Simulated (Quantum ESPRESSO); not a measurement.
Crystal: MgB2.

```xyz
3
Lattice="3.0850 0.0000 0.0000 -1.5425 2.6717 0.0000 0.0000 0.0000 3.5230" Properties=species:S:1:pos:R:3 pbc="T T T"
Mg    0.0000    0.0000    0.0000
B     1.5425    0.8906    1.7615
B     0.0000    1.7811    1.7615
```

* Program: Quantum ESPRESSO 7.5
* Task: phonons
* Functional: PBE
* Potentials or basis: GBRV 1.5 PBE
* Cutoff: 612 eV
* Density cutoff: 4898 eV
* k mesh: 10 × 10 × 8
* Occupations: cold, width 0.2 eV
* Spin: no spin polarisation
* Mixing beta: 0.5
* Most SCF iterations: 120
* SCF threshold: 6e-10 Ry

The cell and the atoms were relaxed first, to 9.60 Å³/atom (a = 3.078 Å, b = 3.078 Å, c = 3.509 Å, α = 90.00°, β = 90.00°, γ = 120.00°), and the response was taken there.

Problem. What is the highest optical frequency at the zone centre?

Solution. 695 cm⁻¹, a mode of symmetry B1g (silent).

Optical modes at Γ, degenerate ones joined:
| cm⁻¹ | components | symmetry | active in |
| --- | --- | --- | --- |
| 335 | 2 | E1u | IR |
| 398 | 1 | A2u | IR |
| 400 | 2 | E2g | Raman |
| 695 | 1 | B1g | silent |

Caveat: the mesh is thin for the phonons of a metal.
